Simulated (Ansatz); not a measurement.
Si: energy along a strain

Si, Fm-3m, a = 3.822 Å (as given, not relaxed at this level: 0.6 GPa). This isn't the element's structure at ambient conditions. Ansatz: PBEsol, PAW, 420 eV, Γ-centred 22×22×22 mesh on 1 atom, Gaussian smearing 0.15 eV; no spin polarisation. Cell vectors (Å): 0.000 1.911 1.911; 1.911 0.000 1.911; 1.911 1.911 0.000. The cell is strained by x per cent times the pattern (0 0 0 1 0 0) in the order xx yy zz yz xz xy (engineering shears), with fractional coordinates held. y is the free energy over the start, V0 = 13.954 Å³/atom. Symmetry makes y even in x.

```tsv
x (%)	y (meV/atom)
-4.00	?
-2.00	0.11
0.00	0.00
1.00	0.03
3.00	0.24
3.50	0.35
```

Problem. Fit y = c2 x² + c4 x⁴ to the other rows, get the stiffness along the pattern, and predict the missing energy.

Solution. Least squares on the rows shown. y = 0.02526 x² + 0.0002478 x⁴. The clamped-ion stiffness p·C·p = 2 × 0.2526 eV × 160.2 / 13.954 Å³ = 5.8 GPa, which is C44 in these axes (second derivative at the start, which stands under stress). With a term in x⁶ added, the coefficient of x² becomes 0.03139, 24 % more, which shows how far this figure hangs on the form. At x = -4.00 the fit asked for gives 0.47 meV/atom. The run gave 0.52 meV/atom, so the fit is 0.05 meV/atom too low, small in itself but 10 % of the span of the series.

The lattice resists this shear, but only weakly: 5.8 GPa is very soft for silicon, whose diamond form owes its large shear stiffness to directional sp³ bonds. In the close-packed structure silicon is a metal, and its valence electrons are spread over many neighbours instead of being held in tetrahedral two-centre bonds. Shear at nearly fixed volume therefore costs little, probably because band-structure and electrostatic contributions largely cancel.

The run at the largest strain lies above the fit, which suggests stiffening beyond the quartic form. Strain-induced shifts of bands near the Fermi level are a possible cause, though the smearing also affects such a small energy difference. The positive curvature is better supported than its exact size. With one atom in the primitive cell, a uniform strain leaves no internal coordinate to relax, so holding the fractional coordinates doesn't inflate the stiffness. Resistance to this one shear doesn't establish mechanical stability, since tetragonal shear and finite-wavelength phonons remain untested.
